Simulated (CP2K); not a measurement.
Runs of CP2K 2026.2 on NaI. It takes space group Fm-3m (No. 225, cubic). The conventional cell has a = 6.473 Å, b = 6.473 Å, c = 6.473 Å, α = 90.00°, β = 90.00°, γ = 90.00°. I (site symmetry m-3m) has 6 Na at 3.24 Å as nearest neighbours. Na (site symmetry m-3m) has 6 I at 3.24 Å as nearest neighbours. 

| level | potentials or basis | smearing | EPS_DEFAULT | NGRIDS | points a segment of the path (NPOINTS) | bands added on the path | CUTOFF of the grids | gap on the mesh (eV) | pressure (GPa) |
| --- | --- | --- | --- | --- | --- | --- | --- | --- | --- |
| LDA | GTH_POTENTIALS I GTH-PADE-q7, Na GTH-PADE-q9; TZVP-MOLOPT-PBE-GTH basis | fermi-dirac 0.1 eV | 1.0E-9 | 4 | 8 | 2 | 1350 Ry | 3.39 | -1.4 |
| TB-mBJ | POTENTIAL_UZH I GTH-PBE-q7, Na GTH-PBE-q9; TZVP-MOLOPT-PBE-GTH basis | fermi-dirac 0.1 eV | 1.0E-10 | 4 | 10 | 4 | 1400 Ry | 4.10 | - |
| PBEsol | POTENTIAL_UZH I GTH-PBE-q7, Na GTH-PBE-q9; TZVP-MOLOPT-PBE-GTH basis | fermi-dirac 0.05 eV | 1.0E-9 | 5 | 10 | 4 | 1350 Ry | (b) | (a) |
| r2SCAN | POTENTIAL_UZH I GTH-SCAN-q7, Na GTH-SCAN-q9; TZVP-MOLOPT-SCAN-GTH basis | fermi-dirac 0.01 eV | 1.0E-9 | 5 | 8 | 6 | 1400 Ry | 4.37 | 0.1 |

Alike in all rows: task band structure; no spin polarisation; cell as given; k mesh 7 × 7 × 7.

**Question.** Fill in the values left out.

**Answer.** (a) -0.1; (b) 3.44.

Caveats: spin-orbit coupling is left out, which moves the levels of the heavy elements; the basis of atomic orbitals isn't converged, which shifts pressures, moduli and gaps; the potentials were made for another functional, which shifts forces and pressure (some runs); this is a model potential without an energy functional, so only levels have meaning (some runs).

A k mesh can miss the band edges, and the runs leave out spin-orbit coupling on I.

Runs at the PBE level aren't shown here.
